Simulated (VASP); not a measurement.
A run of VASP 6.6.1:

File INCAR:

```
PREC = Accurate
ENCUT = 600
EDIFF = 1E-6
ISMEAR = 0
SIGMA = 0.02
LREAL = F
LASPH = T
NELM = 100
ALGO = Fast
ISIF = 3
LWAVE = F
LCHARG = F
GGA = CA
IBRION = 2
NSW = 70
EDIFFG = -0.005
```

The input KPOINTS:

```
Automatic mesh
0
Gamma
  6 6 6
```

The input POSCAR:

```
Al2O3
1.0
    2.4043547042      1.3881548357      4.3744984117
   -2.4043547042      1.3881548357      4.3744984117
    0.0000000000     -2.7763096714      4.3744984117
Al O
4 6
Direct
    0.3521453521      0.3521453521      0.3521453521
    0.1478546479      0.1478546479      0.1478546479
    0.6478546479      0.6478546479      0.6478546479
    0.8521453521      0.8521453521      0.8521453521
    0.5561715155      0.9438284845      0.2500000000
    0.2500000000      0.5561715155      0.9438284845
    0.9438284845      0.2500000000      0.5561715155
    0.4438284845      0.0561715155      0.7500000000
    0.7500000000      0.4438284845      0.0561715155
    0.0561715155      0.7500000000      0.4438284845
```

Potentials or basis: VASP PAW LDA potentials, release 64 (Al, O).

Command:

```sh
$ cat potpaw_LDA.64/Al/POTCAR potpaw_LDA.64/O/POTCAR > POTCAR
$ mpirun -np 1 vasp_std > vasp.out
```

Hardware: 1 thread of Intel(R) Xeon(R) 6975P-C (Granite Rapids), on a shared host.

Problem. Estimate the wall time of this run.

Solution. Run time: 4.4 min on 1 thread of Intel(R) Xeon(R) 6975P-C (Granite Rapids), on a shared host, peak memory 0.24 GiB. Counts: scf iterations 60, k points 32, ion steps 8.
